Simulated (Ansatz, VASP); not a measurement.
# MoS2 in VASP and in Ansatz

File INCAR:

```
SYSTEM = MoS2
ALGO = Normal ; EDIFF = 1E-7
ENCUT = 520 ; GGA = PE
ISIF = 2 ; ISMEAR = -1
LASPH = .True. ; LCHARG = .False.
LREAL = .False. ; LWAVE = .False.
NBANDS = 20 ; NELM = 80
PREC = Accurate ; SIGMA = 0.05
```

Contents of KPOINTS:

```
k-points
0
Gamma
  10 10 2
  0 0 0
```

POSCAR

```
MoS2
1.0
    3.2260272831      0.0000000000      0.0000000000
   -1.6130136416      2.7938215805      0.0000000000
    0.0000000000      0.0000000000     17.5627129508
Mo S
1 2
Direct
    0.0000000000      0.0000000000      0.0000000000
    0.3333333333      0.6666666667      0.9105070200
    0.3333333333      0.6666666667      0.0894929800
```

File input.yaml:

```yaml
crystal:
  lattice:
    - [3.2260272831, 0.0, 0.0]
    - [-1.6130136416, 2.7938215805, 0.0]
    - [0.0, 0.0, 17.5627129508]
  atoms:
    - { symbol: Mo, position: [0.0, 0.0, 0.0] }
    - { symbol: S, position: [0.3333333333, 0.6666666667, 0.91050702] }
    - { symbol: S, position: [0.3333333333, 0.6666666667, 0.08949298] }
hamiltonian:
  xc: pbe
  pseudopotentials: { kind: paw }
kpoints:
  mp_grid: { grid: [10, 10, 2] }
scf:
  occupations: { method: fermi_dirac, width: 0.05 }
output:
  forces: true
  stress: true
  eigenvalues: true
```

Change from the starting cell: volume scaled by 1.04.

Alike in both runs: task single point; functional PBE; k mesh 10 × 10 × 2; occupations fermi-dirac, width 0.05 eV; no spin polarisation.

|  | VASP | Ansatz |
| --- | --- | --- |
| version | VASP 6.6.1 | Ansatz 0.2.0 |
| potentials or method | VASP PAW PBE potentials, release 64 (Mo_sv, S) | Ansatz PAW |
| plane-wave cutoff (eV) | 520 | 420 |
| valence electrons in the cell | 26 | 26 |

Ansatz gave:

| Item | Value |
| --- | --- |
| gap on the k mesh at the Fermi level (eV) | 1.63 |
| least direct gap on the mesh (eV) | 1.82 |
| rms of the force components (eV/Å) | 0.189 |

Problem. What did VASP give for the same quantities?

Solution. gap on the k mesh at the Fermi level (eV): 1.64; least direct gap on the mesh (eV): 1.82; rms of the force components (eV/Å): 0.193.

Atom by atom the forces differ by 0.004 eV/Å (rms over components).
